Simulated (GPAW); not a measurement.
TiSi:

```xyz
2
Lattice="1.8162 -2.1176 0.0000 1.8162 2.1176 0.0000 0.0000 0.0000 3.8039" Properties=species:S:1:pos:R:3 pbc="T T T"
Ti    1.8162    0.0000    0.0000
Si    0.0000    0.0000    1.9020
```

The cell comes from a database or a generator and needn't be the stable form of this composition.

```yaml
Program: GPAW 26.7.0
Task: relaxation of cell and atoms
Functional: PBEsol
Dispersion: D3
Potentials_or_basis: PAW data sets generated in the run's folder for this functional
Cutoff: 600 eV
Basis: pw
k_mesh: 8 × 8 × 6
Occupations: fermi-dirac, width 0.05 eV
Spin: no spin polarisation
```

At the start: pressure -8.2 GPa; volume 14.63 Å³/atom.

**Question.** How do energy, volume and symmetry change on relaxing?

**Answer.** Over 7 steps the energy falls by 28.1 meV/atom and the volume is 13.66 Å³/atom (-6.7 %); space group Cmmm (No. 65, to 0.05 Å).

Step by step:
| step | energy change (eV) | largest force (eV/Å) | pressure (GPa) | volume (Å³) |
| --- | --- | --- | --- | --- |
| 1 | 0.0000 | 0.0000 | -8.18 | 29.26 |
| 2 | -0.0199 | 0.0000 | -6.26 | 28.79 |
| 3 | -0.0450 | 0.0000 | 0.75 | 27.35 |
| 4 | -0.0466 | 0.0000 | 0.39 | 27.40 |
| 5 | -0.0548 | 0.0000 | -0.65 | 27.48 |
| 6 | -0.0563 | 0.0000 | -0.35 | 27.38 |
| 7 | -0.0563 | 0.0000 | -0.07 | 27.31 |

Final structure:
```
Ti Si
1.0
     1.79698   -2.00005    0.00000
     1.79698    2.00005    0.00000
     0.00000    0.00000    3.79968
Ti Si
1 1
Cartesian
  1.7970 0.0000 0.0000
  0.0000 0.0000 1.8998
```

Caveat: later steps reuse the first step's grids; pairwise dispersion overbinds metals, which lowers pressure and volume.
